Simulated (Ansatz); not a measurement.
# Electroresistance of MgB2/AlN/ZrB2, part 4 of 7

Both polarities of the barrier in MgB2/AlN/ZrB2, relaxed and compared. The lower electrode is MgB2 AlB2(0001), the upper one ZrB2 AlB2(0001); the barrier is AlN zinc blende(111) (whole bilayers). In the first transport cell, after relaxation, the nearest pair of electrode and barrier is Mg–N at 2.42 Å, at a slant, at the lower face and Zr–Al at 3.29 Å, at a slant, at the upper one. All share a net of side 3.111 Å, which strains the lower electrode by +1.3 %, the upper one by -2.2 % and the barrier by +0.0 %, against typed lattice constants near PBE's. The first steps treat the bulk electrodes alone.

Ansatz 0.2.0; PBE DFT, plane waves, PAW files (the session's first sound run).

So far. Step 4 (Relaxation, box 38.5 Å, polarity N face on the lower …): The largest force component on a free atom ends at 0.018 eV/Å. The work functions of the outer faces are 5.78 and 5.99 eV. Step 5 (The open system: T(E), polarity N face on the lower …): At the Fermi level the transmission is 1.8e-6, as a zone mean for one spin on this coarse mesh. At the Fermi level the layers of this cell's barrier hold from 0.0021 to 0.076 states an eV and atom.

## (6) Conductance on a fine mesh, polarity N face on the lower electrode, gap between the electrodes 12.81 Å

Level of this step: PBE DFT, plane waves, PAW files; ballistic transmission by layer matching between semi-infinite leads (Ansatz).

The conductance needs T(E) within ten thermal energies of the Fermi level, on steps under 1.5 kT, and a finer mesh (30×30), since the current can rest on few wavevectors.

Contents of input.yaml:

```yaml
crystal:
  lattice:
    - [3.111, 0.0, 0.0]
    - [-1.5555, 2.6942050312, 0.0]
    - [0.0, 0.0, 76.3006145658]
  atoms:
    - { symbol: Mg, position: [0.0, 0.0, 0.0917423803] }
    - { symbol: B, position: [0.33333333, 0.66666667, 0.1147468244] }
    - { symbol: B, position: [0.66666667, 0.33333333, 0.1147468244] }
    - { symbol: Mg, position: [0.0, 0.0, 0.1377512686] }
    - { symbol: B, position: [0.33333333, 0.66666667, 0.1607557127] }
    - { symbol: B, position: [0.66666667, 0.33333333, 0.1607557127] }
    - { symbol: Mg, position: [0.0, 0.0, 0.1837601568] }
    - { symbol: B, position: [0.33333333, 0.66666667, 0.2067646009] }
    - { symbol: B, position: [0.66666667, 0.33333333, 0.2067646009] }
    - { symbol: Mg, position: [0.0, 0.0, 0.229769045] }
    - { symbol: B, position: [0.33333333, 0.66666667, 0.2527734892] }
    - { symbol: B, position: [0.66666667, 0.33333333, 0.2527734892] }
    - { symbol: Mg, position: [0.0, 0.0, 0.2757779333] }
    - { symbol: B, position: [0.33333333, 0.66666667, 0.2987823774] }
    - { symbol: B, position: [0.66666667, 0.33333333, 0.2987823774] }
    - { symbol: Mg, position: [0.0, 0.0, 0.3217868215] }
    - { symbol: B, position: [0.33333333, 0.66666667, 0.3447912656] }
    - { symbol: B, position: [0.66666667, 0.33333333, 0.3447912656] }
    - { symbol: Mg, position: [0.0, 0.0, 0.3677957097] }
    - { symbol: B, position: [0.33333333, 0.66666667, 0.3908001539] }
    - { symbol: B, position: [0.66666667, 0.33333333, 0.3908001539] }
    - { symbol: Mg, position: [0.0, 0.0, 0.4126668498] }
    - { symbol: "N", position: [0.33333333, 0.66666667, 0.4339797397] }
    - { symbol: Al, position: [0.66666667, 0.33333333, 0.4435361325] }
    - { symbol: "N", position: [0.66666667, 0.33333333, 0.4681862495] }
    - { symbol: Al, position: [0.0, 0.0, 0.4769079472] }
    - { symbol: "N", position: [0.0, 0.0, 0.5015577128] }
    - { symbol: Al, position: [0.33333333, 0.66666667, 0.5102986158] }
    - { symbol: "N", position: [0.33333333, 0.66666667, 0.5349894823] }
    - { symbol: Al, position: [0.66666667, 0.33333333, 0.5443489959] }
    - { symbol: Zr, position: [0.0, 0.0, 0.5805207556] }
    - { symbol: B, position: [0.33333333, 0.66666667, 0.6032619753] }
    - { symbol: B, position: [0.66666667, 0.33333333, 0.6032619753] }
    - { symbol: Zr, position: [0.0, 0.0, 0.6267231787] }
    - { symbol: B, position: [0.33333333, 0.66666667, 0.6501843821] }
    - { symbol: B, position: [0.66666667, 0.33333333, 0.6501843821] }
    - { symbol: Zr, position: [0.0, 0.0, 0.6736455855] }
    - { symbol: B, position: [0.33333333, 0.66666667, 0.6971067889] }
    - { symbol: B, position: [0.66666667, 0.33333333, 0.6971067889] }
    - { symbol: Zr, position: [0.0, 0.0, 0.7205679923] }
    - { symbol: B, position: [0.33333333, 0.66666667, 0.7440291958] }
    - { symbol: B, position: [0.66666667, 0.33333333, 0.7440291958] }
    - { symbol: Zr, position: [0.0, 0.0, 0.7674903992] }
    - { symbol: B, position: [0.33333333, 0.66666667, 0.7909516026] }
    - { symbol: B, position: [0.66666667, 0.33333333, 0.7909516026] }
    - { symbol: Zr, position: [0.0, 0.0, 0.814412806] }
    - { symbol: B, position: [0.33333333, 0.66666667, 0.8378740094] }
    - { symbol: B, position: [0.66666667, 0.33333333, 0.8378740094] }
    - { symbol: Zr, position: [0.0, 0.0, 0.8613352128] }
    - { symbol: B, position: [0.33333333, 0.66666667, 0.8847964163] }
    - { symbol: B, position: [0.66666667, 0.33333333, 0.8847964163] }
    - { symbol: Zr, position: [0.0, 0.0, 0.9082576197] }
kpoints:
  mp_grid: { grid: [12, 12, 1] }
scf:
  occupations: { method: fermi_dirac, width: 0.1 }
  max_iter: 150
hamiltonian:
  xc: pbe
output:
  transmission:
    kmesh: [30, 30]
    e_range: [-0.26, 0.27]
    de: 0.0375
    leads: [[9, 12], [40, 43]]
```

The run is started by

```sh
$ ansatz run input.yaml --threads 4 --pin off --max-ram 12288MiB --backend cpu --events-out ev --progress --plain --runs-dir out
```

Numbers of over 12 decimals in the logs are rounded to 6 here.

The program printed:

```text
[...]
Crystal: 52 atoms, lattice volume = 639.527 Å³
Basis set: ecut = 420 eV, 12435 PW (Γ)
Bands: 198, of which v1, the nominal top of the filled ones, is band 146 counted from 1 (145 counted from 0)
Symmetry: 6 space group operations
[...]
k-points: 19 of 144 (time reversal used)
[...]
SCF iter   1: F=—  HF=-56949.561236 eV  |F-HF|=—  |Δ(HF+E_count)|=         —  Δρ=2.37e-2  dr2=2.68e3  ethr=1.77e-3  ⟨swp⟩=9.4  Hψ=19734  notcnv=0  defer=220
[...]
SCF iter  13: F=-56945.103425 eV  HF=-56945.103425 eV  |F-HF|=3.27e-8  |Δ(HF+E_count)|=   9.23e-9  Δρ=9.68e-7  dr2=3.74e-8  ethr=3.42e-11  ⟨swp⟩=3.1  Hψ=7142  notcnv=0
SCF 1 converged in 13 iterations: F = -56945.103425 eV  dr2 = 3.74e-8
[...]
transmission: 569 of 5642 steps passed
transmission: 1129 of 5642 steps passed
[...]
transmission: 5642 of 5642 steps passed
SCF converged after 13 iterations
Free energy (F): -56945.103425 eV
[...]
Internal energy: -56944.790643 eV  (E = F + TS)
E sigma→0 (E₀):  -56944.947034 eV
Entropy (-TS):   -0.312782 eV (-6.015 meV/atom)
Fermi energy:    9.542595 eV
[...]
--- Band table (eV; the first three rows and the last of 19) ---
  k-point 0: bands = [... 142 lower, 10.1786, 10.2350, 10.2350, 10.3201, 10.3201, 10.4729, 10.4729, 10.5177, ... 48 higher]
  k-point 1: bands = [... 142 lower, 9.8544, 9.8906, 9.9454, 9.9780, 10.0485, 10.4442, 10.5445, 10.5959, ... 48 higher]
  k-point 2: bands = [... 142 lower, 9.1857, 9.2089, 9.2599, 9.2777, 9.3117, 10.3722, 10.4088, 10.8153, ... 48 higher]
  k-point 18: bands = [... 142 lower, 8.7528, 8.9341, 9.0336, 9.6209, 9.6210, 9.6471, 9.6559, 9.7492, ... 48 higher]
--- Transmission ---
  basis      : 73 plane waves across, 62 finite elements along
  points     : 91, standing for a mesh of 30 x 30
  filling    : by the input's occupations and mesh, since the crystals that have channels conduct as metals do. If one of these is a semiconductor, that mesh has misplaced its level
[...]
filled         : 18.1 meV under the level at which it is neutral
    channels       : 7.911111e-1 a spin
    conductance    : 7.3744e14 S/m² at 300 K; may be off by some 0.0 % by where its bands' edges are placed, 5.2 % from the k-mesh, 0.0 % from the distance to neutral
    slowest decay  : 0.0755 /Å at (0.3000, 0.1667)
[...]
filled         : 50.8 meV under the level at which it is neutral
    channels       : 3.211111e-1 a spin
[...]
slowest decay  : 0.0284 /Å at (0.1000, 0.0667)
  junction   : crystal 0 to crystal 1, 21.34 to 56.57 Å
    transmission   : 4.173228e-6 a spin
    conductance    : 4.0987e9 S/m² at 300 K (6.1206e9 on every other point, 4.0782e9 on every other energy)
    error estimate : 0.5 % from the energy spacing and 0.2 % from band edges of the leads and from resonances (wavevectors taken as independent; lower de), 41.7 % from the k-mesh, 18.0 % from the steps of its leads' Hamiltonians or their offsets (lay more layers), 5.0 % from the distance to neutral
    resistance     : 2.4398e2 Ω µm² beyond half of each lead's own
```

Elapsed: 7.9 min, on 4 threads of Arm Neoverse N1, shared host; peak memory 3.6 GiB.

This step gave:

* transmission at the Fermi level (a spin, zone mean): 4.17e-6
* channels of the lower lead: 0.7911
* channels of the upper lead: 0.3211
* ballistic conductance of the lower lead: 7.37e14 S/m²
* ballistic conductance of the upper lead: 3.00e14 S/m²
* junction conductance: 4.10e9 S/m²
* error estimates by source, in the log's order: 0.5, 0.2, 41.7, 18, 5 %
* resistance-area product beyond the leads: 244.0 Ω um²

One spin. Table of transmission, zone mean by energy, zero at the Fermi level:

```tsv
energy (eV)	transmission, zone mean
-0.260	7.0e-6
-0.223	4.1e-6
-0.185	1.7e-5
-0.147	8.0e-6
-0.110	5.2e-6
-0.072	4.5e-6
-0.035	4.2e-6
0.003	4.2e-6
0.040	4.4e-6
0.077	4.8e-6
0.115	5.4e-6
0.152	6.1e-6
0.190	7.0e-6
0.228	8.1e-6
0.265	9.4e-6
```

One spin. Open channels, zone mean against energy, zero at the Fermi level:

```tsv
energy (eV)	lower lead	upper lead
-0.260	0.831	0.201
-0.223	0.831	0.208
-0.185	0.824	0.228
-0.147	0.818	0.214
-0.110	0.764	0.214
-0.072	0.764	0.314
-0.035	0.804	0.341
0.003	0.791	0.321
0.040	0.804	0.348
0.077	0.784	0.334
0.115	0.784	0.348
0.152	0.758	0.374
0.190	0.738	0.408
0.228	0.731	0.408
0.265	0.738	0.454
```

Transmission over k1 and k2. At 0.0025 eV from the Fermi level; zeros and values more than six decades under the largest are shown at that floor.

log10 of the mean of each cell; the least values stand at a floor. Values, 12 rows by 16 columns:
```
-10.1 -10.1 -10.1 -10.1 -10.1 -10.1 -10.1 -10.1 -10.1 -10.1  -4.8  -4.4 -10.1  -4.7  -4.5  -5.1
 -5.4 -10.1 -10.1 -10.1 -10.1 -10.1 -10.1 -10.1 -10.1 -10.1  -5.1  -4.4 -10.1 -10.1  -4.9  -4.4
 -5.1 -10.1 -10.1 -10.1 -10.1 -10.1 -10.1 -10.1 -10.1 -10.1 -10.1  -5.1 -10.1 -10.1 -10.1 -10.1
 -4.9 -10.1 -10.1 -10.1 -10.1 -10.1 -10.1 -10.1 -10.1 -10.1 -10.1 -10.1  -5.5  -4.6  -4.4  -4.5
-10.1 -10.1 -10.1 -10.1 -10.1  -8.7  -6.5  -6.0  -6.4  -7.5 -10.1 -10.1 -10.1 -10.1  -5.4  -5.1
-10.1 -10.1 -10.1 -10.1 -10.1  -8.7  -6.1  -6.3  -6.4  -6.0  -8.9 -10.1 -10.1 -10.1 -10.1 -10.1
-10.1 -10.1 -10.1 -10.1 -10.1 -10.1  -7.2  -6.0  -6.2  -5.9  -6.6 -10.1 -10.1 -10.1 -10.1 -10.1
 -5.0  -4.9  -5.1  -5.8 -10.1 -10.1 -10.1  -8.6  -6.7  -6.6  -8.4 -10.1 -10.1 -10.1 -10.1 -10.1
 -4.7  -4.5  -4.5  -4.9 -10.1 -10.1 -10.1 -10.1 -10.1 -10.1 -10.1 -10.1 -10.1 -10.1 -10.1 -10.1
 -4.6  -5.8 -10.1 -10.1  -5.1  -4.8 -10.1 -10.1 -10.1 -10.1 -10.1 -10.1 -10.1 -10.1 -10.1 -10.1
 -5.1  -4.4  -4.8 -10.1  -4.8  -4.4  -5.3 -10.1 -10.1 -10.1 -10.1 -10.1 -10.1 -10.1 -10.1 -10.1
-10.1  -5.2  -4.6  -4.8  -4.9  -4.5  -5.3 -10.1 -10.1 -10.1  -5.6  -5.0  -5.5  -5.0 -10.1 -10.1
```
Columns: k1 (b1) from -0.5 to 0.467; rows upwards: k2 (b2) from -0.5 to 0.467.

G = 4.1e9 S/m² (1/G = 244 Ω µm²). The largest error estimate is 42 %, from the mesh across the current. In the worse lead the potential repeats within 24.7 meV, which the program lets pass, though it still puts 18 % of error on the junction's conductance through them. By hand, Landauer's formula with T at one energy: G = (e²/h) ΣT / A = 3.874e-5 S × 8.3e-6 / 8.382 Å² = 3.9e9 S/m², with T summed over both spins. The printed value averages T over the Fermi window and is 1.1 times this.

(Part 4 of 7 ends here.)

[Logs are printed without paths, hosts, clocks, repeated set-up lines and the standing remarks that a program may print on its own settings, such as how far it seeks lower states.]

[Hosts, paths, dates, database ids (printed as entryN), source tags and the programs' standing remarks are cut or masked in the printed files.]
